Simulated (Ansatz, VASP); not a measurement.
# Y in VASP and in Ansatz

Contents of INCAR:

```
SYSTEM = Y
PREC = Accurate
ENCUT = 520
EDIFF = 1E-6
ISMEAR = -1
SIGMA = 0.08
LREAL = .False.
LASPH = .True.
NELM = 100
ALGO = Normal
ISIF = 2
LWAVE = .False.
LCHARG = .False.
GGA = PE
NBANDS = 12
```

File KPOINTS:

```
regular mesh
0
Gamma
  12 12 12
  0 0 0
```

POSCAR

```
Y
1.0
    3.2667355472      0.0000000000      0.0000000000
    0.0000000000      3.2667355472      0.0000000000
    0.0000000000      0.0000000000      3.2667355472
Y
1
Direct
    0.0000000000      0.0000000000      0.0000000000
```

Input for Ansatz:

```yaml
crystal:
  lattice:
    - [3.2667355472, 0.0, 0.0]
    - [0.0, 3.2667355472, 0.0]
    - [0.0, 0.0, 3.2667355472]
  atoms:
    - { symbol: "Y", position: [0.0, 0.0, 0.0] }
kpoints:
  mp_grid: { grid: [12, 12, 12] }
scf:
  occupations: { method: fermi_dirac, width: 0.08 }
hamiltonian:
  xc: pbe
  pseudopotentials: { kind: nc }
output:
  forces: true
  stress: true
  eigenvalues: true
```

Change from the starting cell: volume scaled by 1, norm-conserving files.

Alike in both runs: task single point; functional PBE; k mesh 12 × 12 × 12; occupations fermi-dirac, width 0.08 eV; no spin polarisation.

|  | VASP | Ansatz |
| --- | --- | --- |
| version | VASP 6.6.1 | Ansatz 0.2.0 |
| potentials or method | VASP PAW PBE potentials, release 64 (Y_sv) | norm-conserving pseudopotentials, scalar-relativistic |
| plane-wave cutoff (eV) | 520 | 980 |
| valence electrons in the cell | 11 | 11 |

|  | VASP | Ansatz | Ansatz less VASP |
| --- | --- | --- | --- |
| pressure (GPa) | 0.0 | 0.0 | +0.06 |
